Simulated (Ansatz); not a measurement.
## What DFT gives for SiHg₂O₅

```xyz
16
Lattice="0.0000 0.0000 5.5465 4.5146 -5.8519 2.7732 4.5146 5.8519 -2.7732" Properties=species:S:1:pos:R:3 pbc="T T T"
Hg    1.8703   -1.8644    5.7645
Hg    7.1588    1.8644    0.2180
Hg    7.1588   -1.8644    5.7645
Hg    1.8703    1.8644    0.2180
Si    4.5146    4.1548    0.1714
Si    4.5146   -4.1548    5.7179
O     5.9746    3.4362   -0.5347
O     3.0545   -3.4362    5.0118
O     3.0545    3.4362   -0.5347
O     5.9746   -3.4362    5.0118
O     4.5146    3.9442    1.9202
O     4.5146   -3.9442    1.9202
O     2.8360    0.0000    0.0000
O     6.1931    0.0000    0.0000
O     0.0000    0.0000    2.4404
O     4.5146    0.0000    2.9285
```

Method: PBEsol, no spin polarisation; PAW, plane waves to 420 eV, 5×5×5 Γ-centred mesh, methfessel-paxton occupations (width 0.0202 eV) (Ansatz 0.2.0), atoms fixed.

- Stress: The pressure is -4.4 GPa (compression positive), so with the atoms held at these fractions the cell would first shrink; the forces are large, so a full relaxation may end otherwise.
- Charges: Bader charges in e: Si +3.07, Hg +1.11, O -1.58 to -0.25. In the mean Si gives up most and O takes most.
- Formation energy: -0.52 eV an atom against the elements' usual phases (free molecules for gases, crystals otherwise, with no correction for O₂ or N₂), so it is bound against them; other compounds may still compete. Relaxing would lower it.
- Electronic structure: It is a metal on this mesh, though the bands barely overlap, with about 20 states/eV a cell as the mean within 0.25 eV of the Fermi level, mostly O p (88 %).

Origin: a known structure type with other elements, at an estimated volume, so it need not be a known compound. Caveats: many states at the Fermi level without spin polarisation, so a magnetic state may lie lower; atoms or cell far from equilibrium.
